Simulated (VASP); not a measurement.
# AlNi₃: kinetic-energy density

AlNi₃, Pm-3m (no. 221), 4 atoms in the cell. PBE; PAW potentials Ni, Al (PBE set).

## Input

INCAR:
```
SYSTEM = AlNi3
  PREC = Accurate
  ENCUT = 520
  EDIFF = 1E-7
  ISMEAR = 1
  SIGMA = 0.1
  LREAL = .FALSE.
  LASPH = .TRUE.
  ALGO = Normal
  NELM = 100
  ISIF = 2
  LWAVE = .FALSE.
  LCHARG = .TRUE.
  ISPIN = 2
  MAGMOM = 1 1 1 0
  LORBIT = 11
  LMAXMIX = 4
  LTAU = .TRUE.
```

KPOINTS:
```
k-points
0
Gamma
  6 6 6
```

POSCAR:
```
AlNi3
1.0
    3.5230547267      0.0000000000      0.0000000000
    0.0000000000      3.5230547267      0.0000000000
    0.0000000000      0.0000000000      3.5230547267
Ni Al
3 1
Direct
    0.5000000000      0.5000000000      0.0000000000
    0.5000000000      0.0000000000      0.5000000000
    0.0000000000      0.5000000000      0.5000000000
    0.0000000000      0.0000000000      0.0000000000
```

Commands:
```
cat potpaw_PBE.64/Ni/POTCAR potpaw_PBE.64/Al/POTCAR > POTCAR
mpirun -np 1 vasp_std > vasp.out
```

## Result

- Kinetic energy of the pseudo orbitals (eV): 195.02

VASP 6.6.1 took 27 s on 1 core (Intel Xeon Platinum 8488C (Sapphire Rapids)), a shared host.
